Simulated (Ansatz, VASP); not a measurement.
**Co in VASP and in Ansatz**

```
Co
1.0
    -1.20362    1.20362    3.90616
     1.20362   -1.20362    3.90616
     1.20362    1.20362   -3.90616
Co
2
Cartesian
  0.0000 0.0000 6.7072
  0.0000 0.0000 1.1051
```

Alike in both runs: functional PBEsol; k mesh 32 × 32 × 32; occupations gaussian, width 0.1 eV; collinear spin.

Ansatz relaxed the structure, and its values are those at the end. VASP's run is a single point on that final structure, the one shown.

```csv
,VASP,Ansatz
version,VASP 6.6.1,Ansatz 0.2.0
potentials or method,"VASP PAW PBE potentials, release 64 (Co)","scalar-relativistic, plane waves, PAW"
plane-wave cutoff (eV),520,420
valence electrons in the cell,18,34
```

Ansatz gave:

* gap on the k mesh at the Fermi level (eV): none
* pressure (GPa): 0.0
* net moment per atom (μB): 1.49
* size of the moment on the site where the two differ most (μB): 1.52

Task: Which values does VASP return?

Result: gap on the k mesh at the Fermi level (eV): none; pressure (GPa): -0.7; net moment per atom (μB): 1.50; size of the moment on the site where the two differ most (μB): 1.50.

Site moments also hang on the region over which each program counts them. A gap of «none» marks a metal or a gap that the smearing closes. The two sets of potentials don't hold the same shells in valence.

Caveats: the PAW data sets were made with another functional, which shifts forces and pressure a little (VASP).
